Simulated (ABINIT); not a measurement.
The system is SnSe.

```
CELL_PARAMETERS angstrom
0.00000 3.01000 3.01000
3.01000 0.00000 3.01000
3.01000 3.01000 0.00000
ATOMIC_POSITIONS crystal
Sn 0.00000 0.00000 0.00000
Se 0.50000 0.50000 0.50000
```

Measurements of this composition are mostly on another form, of space group No. 62.

Base run:

```yaml
Program: ABINIT 10.8.3 (patched build)
Functional: PBE
Potentials_or_basis: JTH PAW PBE v2.0
Cutoff: 599 eV
k_mesh: 8 × 8 × 8
Occupations: fermi-dirac, width 0.05 eV
Spin: no spin polarisation
```

Its results: pressure 0.9 GPa.

After a change of settings the same cell gave: pressure 2.1 GPa. Which change was it?
A. functional from PBE to PBEsol
B. functional from PBE to PBEsol; k mesh from 8 × 8 × 8 to 3 × 3 × 3
C. functional from PBE to PBEsol; spin from no spin polarisation to spin-orbit coupling, no magnetisation
D. functional from PBE to revPBE

D.

revPBE binds less tightly than PBE, so the same cell stands under more pressure.

Caveats: the PAW data sets were made with another functional, which shifts forces and pressure a little (some runs).
